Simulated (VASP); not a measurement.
# N: single point with PBE+D3(BJ)

Crystal: N.

```
N
1.0
     2.51947    0.00000    0.00000
    -1.25974    2.18193    0.00000
     0.00000    0.00000    2.44600
N
2
Cartesian
  1.2597 0.7273 0.6115
  0.0000 1.4546 1.8345
```

The real solid is made of molecules; this cell is a model form.

| Quantity | Value |
| --- | --- |
| Program | VASP 6.6.1 |
| Task | single point |
| Functional | PBE |
| Dispersion | D3(BJ) |
| Potentials or basis | VASP PAW PBE potentials, release 64 (N) |
| Cutoff | 520 eV |
| k mesh | 8 × 8 × 7, shifted |
| Occupations | fermi-dirac, width 0.1 eV |
| Spin | no spin polarisation |

```json
{
  "Pressure": "7.9 GPa",
  "Band gap on the k mesh": "none (metal or under the smearing width)",
  "Dispersion energy per atom": "-0.149 eV"
}
```

Stress tensor (GPa, compression positive):
```
10.71  0.00  0.00
 0.00 10.71  0.00
 0.00  0.00  2.42
```

Levels at points of the mesh, in eV from the Fermi level:
| k point | band 2 | band 3 | band 4 | band 5 | band 6 | band 7 | band 8 | band 9 |
| --- | --- | --- | --- | --- | --- | --- | --- | --- |
| (0.06, 0.06, 0.00) | -6.62 | -4.56 | -2.84 | -2.24 | 2.73 | 3.21 | 5.78 | 15.28 |

Wall time 5.9 s on 1 thread of AMD EPYC 9R45 (Zen 5), with other jobs on the host, peak memory 0.1 GiB.

Caveat: the k mesh is coarse (spacing up to 0.37 Å⁻¹), so the values aren't converged; pairwise dispersion overbinds metals, which lowers pressure and volume.
